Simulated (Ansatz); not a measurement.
Ni in Ansatz: the effect of functional

Ni:

```
CELL_PARAMETERS angstrom
-1.37443 1.37443 1.37443
1.37443 -1.37443 1.37443
1.37443 1.37443 -1.37443
ATOMIC_POSITIONS crystal
Ni 0.00000 0.00000 0.00000
```

This isn't the form of Ni at room conditions, which is fcc.

The cell isn't the ideal one: volume scaled by 0.98.

Alike in all runs:

```yaml
Program: Ansatz 0.2.0
Task: single point
Potentials_or_basis: Ansatz PAW
k_mesh: 13 × 13 × 13
Occupations: fermi-dirac, width 0.05 eV
Spin: collinear spin, ferromagnetic start
Starting_moments: "[1.0] μB"
```

```tsv
functional	cutoff	pressure (GPa)	moment (μB)
LDA	420 eV (not typed: the program's choice for these potentials)	-6.3	0.52
PBEsol	420 eV (not typed: the program's choice for these potentials)	2.0	0.58
r2SCAN	500 eV (not typed: the program's choice for these potentials)	?	?
```

**Question.** What does the run with functional r2SCAN give?

**Answer.** Pressure 4.3 GPa; moment 0.65 μB.

Caveats: the PAW data sets come from PBE, with cores solved anew for the run's functional, which leaves a small shift of forces and pressure; the magnetic or orbital state may not be the lowest (some runs).
